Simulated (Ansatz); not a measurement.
The system is Ta.

```
Ta
1.0
     2.90037    0.00000    0.00000
    -1.45019    2.51180    0.00000
     0.00000    0.00000    5.16627
Ta
2
Direct
  0.33333 0.66667 0.25000
  0.66667 0.33333 0.75000
```

This isn't the form of Ta at room conditions, which is bcc.

```yaml
Program: Ansatz 0.2.0
Task: relaxation of cell and atoms
Functional: PBEsol
Potentials_or_basis: Ansatz PAW
Cutoff: "420 eV (not typed: the program's choice for these potentials)"
k_mesh: 11 × 11 × 5
Occupations: fermi-dirac, width 0.05 eV
Spin: no spin polarisation
```

At the start: volume 18.82 Å³/atom.

Task: How do energy, volume and symmetry change on relaxing?

Result: It ends after 6 steps and the volume is 18.11 Å³/atom (-3.8 %); space group P6_3/mmc (No. 194, to 0.05 Å).

Step by step:
```tsv
step	energy change (eV)	largest force (eV/Å)	volume (Å³)
1	0.0000	0.0000	37.64
2	-0.0337	0.0000	36.43
3	-0.0346	0.0000	36.22
4	-0.0342	0.0000	36.22
5	-0.0342	0.0000	36.22
6	-0.0342	0.0000	36.22
```

Final structure:
```
Ta
1.0
     2.85913    0.00000    0.00000
    -1.42957    2.47608    0.00000
     0.00000    0.00000    5.11577
Ta
2
Direct
  0.33333 0.66667 0.25000
  0.66667 0.33333 0.75000
```

Caveat: the plane-wave basis is chosen anew once the cell has moved, so the energies of steps on either side of that aren't comparable; the PAW data sets come from PBE, with cores solved anew for the run's functional, which leaves a small shift of forces and pressure.
